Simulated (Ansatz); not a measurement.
Here is an Ansatz 0.2.0 calculation.

File input.yaml:

```yaml
crystal:
  lattice:
    - [3.81840854, 0.0, 0.0]
    - [0.0, 3.81840854, 0.0]
    - [0.0, 0.0, 3.81840854]
  atoms:
    - { symbol: Cs, position: [0.0, 0.0, 0.0] }
    - { symbol: H, position: [0.5, 0.5, 0.5] }
hamiltonian:
  xc: r2scan0
  pseudopotentials: { kind: paw }
kpoints:
  mp_grid: { grid: [4, 4, 4] }
  band_path:
    path:
      - [[0.0, 0.0, 0.0], [0.0, 0.5, 0.0], [0.5, 0.5, 0.0], [0.0, 0.0, 0.0], [0.5, 0.5, 0.5], [0.0, 0.5, 0.0]]
      - [[0.5, 0.5, 0.0], [0.5, 0.5, 0.5]]
    npoints: 4
scf:
  occupations: { method: fermi_dirac, width: 0.05 }
  n_extra_bands: 6
output:
  forces: true
  stress: true
  eigenvalues: true
  fatbands: false
  write_density: true
  write_potential: true
  elf: true
  volumetric_format: npy
```

Potentials or basis: Ansatz PAW.

Command:

```console
$ ansatz run input.yaml --threads 2 --pin off --max-ram 5632MiB --backend cpu --events-out ev --progress --plain --runs-dir out
```

Q: Predict the band gap on the k mesh.

A: 4.62 eV, direct.

Q: What does it give for the pressure?

A: -0.2 GPa.

Q: Predict the band gap along the path.

A: 4.62 eV, direct.

Levels at the corners of the path, in eV from the valence-band top:
```csv
point,band 1,band 2,band 3,band 4,band 5,band 6,band 7,band 8,band 9,band 10
Γ,-23.79,-8.54,-8.54,-8.54,-2.13,5.40,5.40,9.65,11.96,11.96
X,-23.61,-10.22,-8.37,-8.37,-0.30,4.65,6.24,8.28,8.28,11.21
M,-23.44,-9.84,-9.84,-8.22,-1.33,6.61,8.56,8.84,8.84,9.33
Γ,-23.79,-8.54,-8.54,-8.54,-2.13,5.40,5.40,9.65,11.96,11.96
R,-23.28,-9.60,-9.60,-9.60,0.00,4.62,4.62,4.62,13.85,13.85
X,-23.61,-10.22,-8.37,-8.37,-0.30,4.65,6.24,8.28,8.28,11.21
M,-23.44,-9.84,-9.84,-8.22,-1.33,6.61,8.56,8.84,8.84,9.33
R,-23.28,-9.60,-9.60,-9.60,0.00,4.62,4.62,4.62,13.85,13.85
```

Caveat: spin-orbit coupling is left out, which moves the levels of the heavy elements; the PAW data sets come from PBE, with cores solved anew for the run's functional, which leaves a small shift of forces and pressure; the thresholds are loose for stress.
